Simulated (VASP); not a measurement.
The system is ZnS.

```
Zn S
1.0
     0.00000    2.70200    2.70200
     2.70200    0.00000    2.70200
     2.70200    2.70200    0.00000
Zn S
1 1
Cartesian
  1.3510 1.3510 1.3510
  0.0000 0.0000 0.0000
```

Base run:

* Program: VASP 6.6.1
* Functional: PBE
* Potentials or basis: VASP PAW PBE potentials, release 64 (Zn, S)
* Cutoff: 520 eV
* k mesh: 6 × 6 × 6
* Occupations: gaussian, width 0.03 eV
* Spin: no spin polarisation

Its results: band gap on the k mesh 2.11 eV, direct; pressure 1.8 GPa.

The run is repeated on the same cell with these changes: functional from PBE to PBEsol; further incar settings from ALGO = Normal; EDIFF = 1e-07; NBANDS = 16 to ALGO = Fast; EDIFF = 1e-07; NBANDS = 16. What comes out?

Band gap on the k mesh 1.98 eV, direct; pressure -1.8 GPa.

Caveats: the PAW data sets were made with another functional, which shifts forces and pressure a little (some runs).

A k mesh can miss the band edges.

Not every run made on this cell is shown here.
